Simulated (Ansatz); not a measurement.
# Sb (P2_1/m) in Ansatz: settings compared

Aim: see how the results for Sb move with the level of theory and the settings. Levels: PBE, PBEsol. Tasks: phonons.

Everything below comes from runs of Ansatz 0.2.0. Logs are shortened: lines on timing, memory, paths and dates and some standing lists are left out, and cuts for length are marked.

### 1 The structure

It takes space group P2_1/m (No. 11, monoclinic). The conventional cell has a = 3.122 Å, b = 4.348 Å, c = 4.406 Å, α = 90.00°, β = 90.51°, γ = 90.00°. Sb (site symmetry m) has 6 Sb at 3.04 to 3.15 Å as nearest neighbours.

This isn't the form of Sb at room conditions, which is rhombohedral.

### 2 Phonons, PBE

Contents of input.yaml:

```yaml
crystal:
  lattice:
    - [3.122402, 0.0, 0.0]
    - [0.0, 4.347518, 0.0]
    - [-0.038915, 0.0, 4.405852]
  atoms:
    - { symbol: Sb, position: [0.011389, 0.25, 0.241166] }
    - { symbol: Sb, position: [0.988611, 0.75, 0.758834] }
kpoints:
  mp_grid: { grid: [9, 6, 6] }
scf:
  occupations: { method: fermi_dirac, width: 0.05 }
hamiltonian:
  xc: pbe
  pseudopotentials: { kind: all_electron, lapw: { basis_error: 0.002 } }
output: {}
phonons:
  method: fd
  supercell: [1, 1, 1]
```

Potentials or basis: all-electron LAPW, scalar-relativistic.

On the command line:

```console
ansatz run input.yaml --threads 1 --pin off --max-ram 3072MiB --backend cpu --events-out ev --progress --plain --runs-dir out
```

The log of the run:

```text
Warning: RAYON_NUM_THREADS=1 ignored (pool sized by the plan → 1); use --threads N
LAPW: plane waves up to 7.317 Å⁻¹, error target 2.0e-3 eV per atom; small_component_spin mean_spin; Sb in spheres of 1.475 Å, 23 of its electrons in bands, Dirac shells [] (how accurate: hamiltonian.pseudopotentials.lapw.basis_error, Limitations)
Engine: ansatz 0.2.0, aarch64-unknown-linux-gnu
Pseudopotentials: kind: all_electron
Pseudopotential: Sb, LAPW, valence charge 23, lapw/all_electron/scalar/gaussian/Sb, Koelling and Harmon's equation, gaussian nucleus
Functional definition: PBE
  parameter kappa = 0.804
  parameter beta = 0.06672455060314922
  exchange = pbe_x(kappa = kappa, mu = beta*pi^2/3)
  correlation = pbe_c(beta = beta)
Crystal: 2 atoms, lattice volume = 59.808 Å³
Basis set: ecut = 203.96742490468625 eV, 391 PW (Γ), exchange–correlation at level 2
Bands: 28, of which v1, the nominal top of the filled ones, is band 23 counted from 1 (22 counted from 0)
Symmetry: 4 space group operations
k-points: 112 of 324
Non-local potential: Sb, projectors of the file, none
Initial density: superposition of atomic densities (chi_scale 0.1, normalization cell)
Initial wavefunctions: plane waves of lowest kinetic energy (no species holds an atomic orbital)
Functional: x = pbe(κ = 0.804, μ = 0.2195149727645171), c = pbe(β = 0.06672455060314922)
iter 1 solved again at ethr=8.40e-5 eV; its pass at ethr=1.00e-1 eV (dr2=3.86e-2 eV) is discarded
SCF iter   1: F=—  HF=-352736.264988 eV  |F-HF|=—  |Δ(HF+E_count)|=         —  Δρ=9.56e-3  dr2=3.96e-2  ethr=8.40e-5  ⟨swp⟩=3.0  Hψ=21417  notcnv=0
preconditioner: auto → LDOS  [metal: Δε(μ)=0.031 eV  Ē_g=9.421 eV  σ=0.050 eV  W_gap=0.16  n_scr=18 (ndim 8)  ℏωp=15.2 eV  f_vac=0.016  D(μ)=1.62/eV (n_scr^D=10)  β→1.0]
iter 2 solved again at ethr=3.37e-6 eV; its pass at ethr=8.40e-5 eV (dr2=1.55e-3 eV) is discarded
SCF iter   2: F=—  HF=-352736.272465 eV  |F-HF|=—  |Δ(HF+E_count)|=   7.48e-3  Δρ=2.00e-3  dr2=1.55e-3  ethr=3.37e-6  ⟨swp⟩=2.0  Hψ=16020  notcnv=0
SCF iter   3: F=—  HF=-352736.272924 eV  |F-HF|=—  |Δ(HF+E_count)|=   4.59e-4  Δρ=5.05e-4  dr2=1.23e-4  ethr=3.37e-6  ⟨swp⟩=3.0  Hψ=9712  notcnv=0
SCF iter   4: F=—  HF=-352736.270734 eV  |F-HF|=—  |Δ(HF+E_count)|=   2.19e-3  Δρ=2.46e-4  dr2=2.80e-5  ethr=2.68e-7  ⟨swp⟩=3.0  Hψ=9659  notcnv=0
SCF iter   5: F=—  HF=-352736.270763 eV  |F-HF|=—  |Δ(HF+E_count)|=   2.97e-5  Δρ=3.82e-5  dr2=1.22e-6  ethr=6.09e-8  ⟨swp⟩=3.0  Hψ=9894  notcnv=0
SCF iter   6: F=—  HF=-352736.270764 eV  |F-HF|=—  |Δ(HF+E_count)|=   4.39e-7  Δρ=8.37e-6  dr2=6.08e-8  ethr=2.65e-9  ⟨swp⟩=3.0  Hψ=9823  notcnv=0
SCF iter   7: F=—  HF=-352736.270764 eV  |F-HF|=—  |Δ(HF+E_count)|=   1.16e-8  Δρ=4.53e-6  dr2=2.80e-8  ethr=1.32e-10  ⟨swp⟩=3.0  Hψ=9625  notcnv=0
SCF iter   8: F=-352736.270764 eV  HF=-352736.270764 eV  |F-HF|=9.90e-10  |Δ(HF+E_count)|=   1.76e-8  Δρ=9.45e-7  dr2=3.26e-10  ethr=6.10e-11  ⟨swp⟩=2.2  Hψ=9348  notcnv=0
SCF 1 converged in 8 iterations: F = -352736.270764 eV  dr2 = 3.26e-10
Symmetry: 2 space group operations
k-points: 112 of 324 (time reversal used)
Initial density: handed on by an earlier stage of this run
Initial wavefunctions: plane waves of lowest kinetic energy (no species holds an atomic orbital; no wavefunctions were taken with the density)
iter 1 solved again at ethr=3.78e-8 eV; its pass at ethr=1.00e-1 eV (dr2=1.74e-5 eV) is discarded
SCF iter   1: F=—  HF=-352736.270463 eV  |F-HF|=—  |Δ(HF+E_count)|=         —  Δρ=8.64e-5  dr2=2.88e-6  ethr=3.78e-8  ⟨swp⟩=5.5  Hψ=27454  notcnv=0
preconditioner: auto → LDOS  [metal: Δε(μ)=0.030 eV  Ē_g=9.437 eV  σ=0.050 eV  W_gap=0.15  n_scr=18 (ndim 8)  ℏωp=15.2 eV  f_vac=0.039  D(μ)=1.64/eV (n_scr^D=10)  β→1.0]
iter 2 solved again at ethr=6.19e-10 eV; its pass at ethr=6.25e-9 eV (dr2=2.85e-7 eV) is discarded
SCF iter   2: F=—  HF=-352736.270466 eV  |F-HF|=—  |Δ(HF+E_count)|=   3.12e-6  Δρ=2.26e-5  dr2=2.83e-7  ethr=6.19e-10  ⟨swp⟩=2.0  Hψ=16017  notcnv=0
SCF iter   3: F=—  HF=-352736.270466 eV  |F-HF|=—  |Δ(HF+E_count)|=   2.81e-8  Δρ=1.06e-5  dr2=8.41e-8  ethr=6.15e-10  ⟨swp⟩=2.9  Hψ=9571  notcnv=0
SCF iter   4: F=—  HF=-352736.270466 eV  |F-HF|=—  |Δ(HF+E_count)|=   9.67e-8  Δρ=2.70e-6  dr2=5.24e-9  ethr=1.83e-10  ⟨swp⟩=2.1  Hψ=9327  notcnv=0
SCF iter   5: F=-352736.270466 eV  HF=-352736.270466 eV  |F-HF|=2.33e-10  |Δ(HF+E_count)|=   2.15e-9  Δρ=4.88e-7  dr2=2.05e-10  ethr=1.14e-11  ⟨swp⟩=3.0  Hψ=9705  notcnv=0
SCF 2 converged in 5 iterations: F = -352736.270466 eV  dr2 = 2.05e-10
iter 1 solved again at ethr=3.55e-8 eV; its pass at ethr=1.00e-1 eV (dr2=1.63e-5 eV) is discarded
SCF iter   1: F=—  HF=-352736.271018 eV  |F-HF|=—  |Δ(HF+E_count)|=         —  Δρ=8.65e-5  dr2=2.88e-6  ethr=3.55e-8  ⟨swp⟩=5.5  Hψ=27534  notcnv=0
preconditioner: auto → LDOS  [metal: Δε(μ)=0.032 eV  Ē_g=9.438 eV  σ=0.050 eV  W_gap=0.16  n_scr=18 (ndim 8)  ℏωp=15.2 eV  f_vac=0.039  D(μ)=1.64/eV (n_scr^D=10)  β→1.0]
iter 2 solved again at ethr=6.19e-10 eV; its pass at ethr=6.25e-9 eV (dr2=2.85e-7 eV) is discarded
SCF iter   2: F=—  HF=-352736.271021 eV  |F-HF|=—  |Δ(HF+E_count)|=   3.12e-6  Δρ=2.26e-5  dr2=2.83e-7  ethr=6.19e-10  ⟨swp⟩=2.0  Hψ=16018  notcnv=0
SCF iter   3: F=—  HF=-352736.271021 eV  |F-HF|=—  |Δ(HF+E_count)|=   2.72e-8  Δρ=1.06e-5  dr2=8.34e-8  ethr=6.15e-10  ⟨swp⟩=2.9  Hψ=9568  notcnv=0
SCF iter   4: F=—  HF=-352736.271021 eV  |F-HF|=—  |Δ(HF+E_count)|=   9.70e-8  Δρ=2.72e-6  dr2=5.28e-9  ethr=1.81e-10  ⟨swp⟩=2.1  Hψ=9327  notcnv=0
SCF iter   5: F=-352736.271021 eV  HF=-352736.271021 eV  |F-HF|=2.91e-10  |Δ(HF+E_count)|=   2.27e-9  Δρ=4.76e-7  dr2=1.88e-10  ethr=1.15e-11  ⟨swp⟩=3.0  Hψ=9703  notcnv=0
SCF 3 converged in 5 iterations: F = -352736.271021 eV  dr2 = 1.88e-10
Symmetry: 1 space group operations
k-points: 164 of 324 (time reversal used)
iter 1 solved again at ethr=1.71e-7 eV; its pass at ethr=1.00e-1 eV (dr2=7.85e-5 eV) is discarded
SCF iter   1: F=—  HF=-352736.271047 eV  |F-HF|=—  |Δ(HF+E_count)|=         —  Δρ=2.54e-4  dr2=6.22e-5  ethr=1.71e-7  ⟨swp⟩=5.0  Hψ=38857  notcnv=0
preconditioner: auto → LDOS  [metal: Δε(μ)=0.020 eV  Ē_g=9.436 eV  σ=0.050 eV  W_gap=0.10  n_scr=18 (ndim 8)  ℏωp=15.2 eV  f_vac=0.040  D(μ)=1.65/eV (n_scr^D=10)  β→1.0]
iter 2 solved again at ethr=1.22e-8 eV; its pass at ethr=1.35e-7 eV (dr2=5.61e-6 eV) is discarded
SCF iter   2: F=—  HF=-352736.271037 eV  |F-HF|=—  |Δ(HF+E_count)|=   9.47e-6  Δρ=9.57e-5  dr2=5.57e-6  ethr=1.22e-8  ⟨swp⟩=2.0  Hψ=23180  notcnv=0
SCF iter   3: F=—  HF=-352736.271038 eV  |F-HF|=—  |Δ(HF+E_count)|=   1.00e-6  Δρ=3.60e-5  dr2=2.52e-6  ethr=1.21e-8  ⟨swp⟩=3.0  Hψ=14210  notcnv=0
SCF iter   4: F=—  HF=-352736.271037 eV  |F-HF|=—  |Δ(HF+E_count)|=   1.31e-6  Δρ=1.27e-5  dr2=3.00e-7  ethr=5.49e-9  ⟨swp⟩=2.0  Hψ=13650  notcnv=0
SCF iter   5: F=—  HF=-352736.271037 eV  |F-HF|=—  |Δ(HF+E_count)|=   1.08e-7  Δρ=3.40e-6  dr2=2.22e-8  ethr=6.53e-10  ⟨swp⟩=2.0  Hψ=13650  notcnv=0
SCF iter   6: F=-352736.271037 eV  HF=-352736.271037 eV  |F-HF|=5.24e-10  |Δ(HF+E_count)|=   9.55e-9  Δρ=5.61e-7  dr2=5.28e-10  ethr=4.82e-11  ⟨swp⟩=2.0  Hψ=13650  notcnv=0
SCF 4 converged in 6 iterations: F = -352736.271037 eV  dr2 = 5.28e-10
iter 1 solved again at ethr=1.65e-7 eV; its pass at ethr=1.00e-1 eV (dr2=7.59e-5 eV) is discarded
SCF iter   1: F=—  HF=-352736.270377 eV  |F-HF|=—  |Δ(HF+E_count)|=         —  Δρ=2.56e-4  dr2=6.34e-5  ethr=1.65e-7  ⟨swp⟩=5.0  Hψ=38880  notcnv=0
preconditioner: auto → LDOS  [metal: Δε(μ)=0.029 eV  Ē_g=9.439 eV  σ=0.050 eV  W_gap=0.14  n_scr=18 (ndim 8)  ℏωp=15.2 eV  f_vac=0.039  D(μ)=1.64/eV (n_scr^D=10)  β→1.0]
iter 2 solved again at ethr=1.23e-8 eV; its pass at ethr=1.38e-7 eV (dr2=5.67e-6 eV) is discarded
SCF iter   2: F=—  HF=-352736.270367 eV  |F-HF|=—  |Δ(HF+E_count)|=   9.84e-6  Δρ=9.65e-5  dr2=5.64e-6  ethr=1.23e-8  ⟨swp⟩=2.0  Hψ=23180  notcnv=0
SCF iter   3: F=—  HF=-352736.270368 eV  |F-HF|=—  |Δ(HF+E_count)|=   1.06e-6  Δρ=3.63e-5  dr2=2.57e-6  ethr=1.23e-8  ⟨swp⟩=3.0  Hψ=14203  notcnv=0
SCF iter   4: F=—  HF=-352736.270367 eV  |F-HF|=—  |Δ(HF+E_count)|=   1.33e-6  Δρ=1.27e-5  dr2=3.02e-7  ethr=5.59e-9  ⟨swp⟩=2.0  Hψ=13650  notcnv=0
SCF iter   5: F=—  HF=-352736.270367 eV  |F-HF|=—  |Δ(HF+E_count)|=   1.06e-7  Δρ=3.43e-6  dr2=2.25e-8  ethr=6.55e-10  ⟨swp⟩=2.0  Hψ=13650  notcnv=0
SCF iter   6: F=-352736.270367 eV  HF=-352736.270367 eV  |F-HF|=1.05e-9  |Δ(HF+E_count)|=   9.37e-9  Δρ=5.72e-7  dr2=5.46e-10  ethr=4.89e-11  ⟨swp⟩=2.0  Hψ=13650  notcnv=0
SCF 5 converged in 6 iterations: F = -352736.270367 eV  dr2 = 5.46e-10
SCF converged after 8 iterations
Free energy (F): -352736.270764 eV
Harris-Foulkes:  -352736.270764 eV  (|F-HF|=9.90e-10)
Internal energy: -352736.257702 eV  (E = F + TS)
E sigma→0 (E₀):  -352736.264233 eV
Entropy (-TS):   -0.013062 eV (-6.531 meV/atom)
Fermi energy:    12.728500 eV
--- Per-component energies (eV) ---
  E_band       = -1798.214852
  E_kinetic    = 371742.516650
  E_xc         = -9287.213496
  E_electrostatic = -715191.560856  (all electrons and nuclei)
  E_smearing   = -0.013062  (= −TS)
  E_closure    = 0.000000  (closes the sum)
  E_atoms      = -352728.128962  (free atoms, spherical and without spin; not in F)
  Σ components = -352736.270764   (vs F -352736.270764, Δ=0.00e0)
  Basis errors (estimates in eV, not in F): energy 6.6e-4 per atom: plane waves 6.5e-4 (3.7e-4 summed), levels above the bands 3.6e-48, relativity 6.7e-8, radial functions 8.9e-6, core shells 2.5e-9; eigenvalues (radial functions only) 4.8e-7; not estimated: angular momenta, meshes, grids; target (lapw.basis_error) 2.0e-3; muffin-tin radii Sb 1.475 Å
--- Forces (eV/Å), atoms counted from 1 ---
  atom   1  Sb    -0.02772532     0.00000000     0.04737802
  atom   2  Sb     0.02772532     0.00000000    -0.04737802
  max |Σ_I F_I| component: 6.94e-18 eV/Å
--- Band table (eV; the first three rows and the last of 112) ---
  k-point 0: bands = ["-131.7062", "-131.7059", "-84.6769", "-84.6756", "-84.6741", "-84.6731", "-84.6728", "-84.6727", "-16.6095", "-16.5999", "-16.5311", "-16.5134", "-16.4722", "-16.4708", "-16.4305", "-16.4295", "-16.4280", "-16.3553", "0.2206", "5.2899", "9.0288", "9.1606", "14.7421", "15.6938", "15.9196", "16.0531", "19.4062", "19.7894"]
  k-point 1: bands = ["-131.7061", "-131.7059", "-84.6767", "-84.6755", "-84.6742", "-84.6731", "-84.6729", "-84.6728", "-16.5941", "-16.5937", "-16.5239", "-16.5188", "-16.4696", "-16.4682", "-16.4343", "-16.4330", "-16.4322", "-16.3723", "0.4195", "4.5828", "9.4064", "9.5593", "14.7486", "14.8633", "15.7103", "15.8904", "19.2653", "20.1034"]
  k-point 2: bands = ["-131.7061", "-131.7059", "-84.6762", "-84.6750", "-84.6747", "-84.6733", "-84.6731", "-84.6729", "-16.5788", "-16.5509", "-16.5334", "-16.5050", "-16.4625", "-16.4613", "-16.4506", "-16.4407", "-16.4395", "-16.4171", "1.0057", "3.2627", "10.1290", "10.5740", "12.9466", "13.2922", "16.4539", "17.7782", "18.4156", "20.5831"]
  k-point 111: bands = ["-131.7059", "-131.7059", "-84.6760", "-84.6760", "-84.6753", "-84.6753", "-84.6735", "-84.6735", "-16.5127", "-16.5127", "-16.4973", "-16.4973", "-16.4795", "-16.4795", "-16.4712", "-16.4712", "-16.3921", "-16.3921", "4.4009", "4.4009", "9.0441", "9.0441", "11.2443", "11.2443", "16.0465", "16.0465", "16.8689", "16.8689"]
--- Phonons: 4 displaced members + reference (amplitude 0.01 Å, Σ member SCF iterations 22) ---
  symmetry images taken by strict's conditions (phonons.symmetry_images: auto; settled by no image being taken that strict refuses)
  ASR residual: 9.142e-5 → 0.000e0 eV/Å²; symmetrization residual: 9.788e-5 eV/Å²
  largest component of a force at the reference: 4.7e-2 eV/Å
  ASR residual per site (eV/Å²): 9.14e-5 9.14e-5
  Γ frequencies (cm⁻¹): 0.00 0.00 0.00 42.75 63.69 83.53
  density of states and harmonic sums: on the 20×14×14 q-mesh, interpolated from the force constants of a 1×1×1 supercell (no non-analytic term)
  largest difference from the sums on the solved wave vectors: F 8.68e-1 eV, S 1.11e-3 and C_V 2.40e-4 eV/K
  zero-point energy: 0.014979 eV/cell   skipped modes (ω ≤ 0): 426, of them read as no rigid motion or as one in doubt: 423 (2.135e-1 modes/cell left out, lowest 0.00 cm⁻¹)   left out of the sums: 3.57e-2 of the cell's modes: C_V's classical limit lies that fraction below 3 k_B per atom; for a crystal, a wire or a layer, F and S can be off by more, and a phonons.interpolated_qmesh denser along its periods is the remedy for the sampling
```

Wall time 4.1 min (1 thread of Arm Neoverse V1, shared host); peak memory 0.51 GiB.

Results:

| Item | Value |
| --- | --- |
| Free energy | -352736.2708 eV |
| Largest force | 0.055 eV/Å |
| Band gap on the k mesh | none (metal or under the smearing width) |
| Highest phonon frequency at Γ | 84 cm⁻¹ |

Forces in eV/Å, atoms in the order of the input:
```
Sb  -0.028  0.000  0.047
Sb   0.028  0.000 -0.047
```

Phonon frequencies in cm⁻¹ (negative: imaginary):
| q point | frequencies |
| --- | --- |
| (0.000, 0.000, 0.000) | 0 0 0 43 64 84 |

Caveat: a metal's response needs a denser mesh.

(Continued in part 2 of 2.)
